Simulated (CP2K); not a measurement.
Runs of CP2K 2026.2 on Ti. The structure is hexagonal, space group P6/mmm (No. 191). The conventional cell has a = 4.567 Å, b = 4.567 Å, c = 2.826 Å, α = 90.00°, β = 90.00°, γ = 120.00°. Ti (site symmetry -6m2) is surrounded by 11 Ti at 2.64 to 2.99 Å. Ti (site symmetry 6/mmm) has 14 Ti at 2.83 to 2.99 Å as nearest neighbours. This isn't the form of Ti at room conditions, which is hcp.

```tsv
level	cutoff of the non-local correlation (Ry)	gap on the mesh (eV)	pressure (GPa)
TPSS	-	none	(a)
HLE16	-	none	(b)
LDA	-	none	-7.5
PBEsol	-	none	-3.4
rev-vdW-DF2	300	none	-1.7
```

Alike in all rows: task atomic charges; potentials or basis POTENTIAL_UZH Ti GTH-PBE-q12; TZVP-MOLOPT-PBE-GTH basis; no spin polarisation; cell as given; k mesh 7 × 7 × 9; smearing fermi-dirac 0.05 eV.

Problem. Estimate the missing entries.

Solution. (a) -1.3; (b) -22.0.

Caveats: the potentials were made for another functional, which shifts forces and pressure; the basis of atomic orbitals isn't converged, which shifts pressures, moduli and gaps; the potentials were made for a functional far from this one (some runs).

A gap of «none» marks a metal or a gap under the smearing width.

Runs at the PBE level aren't shown here.
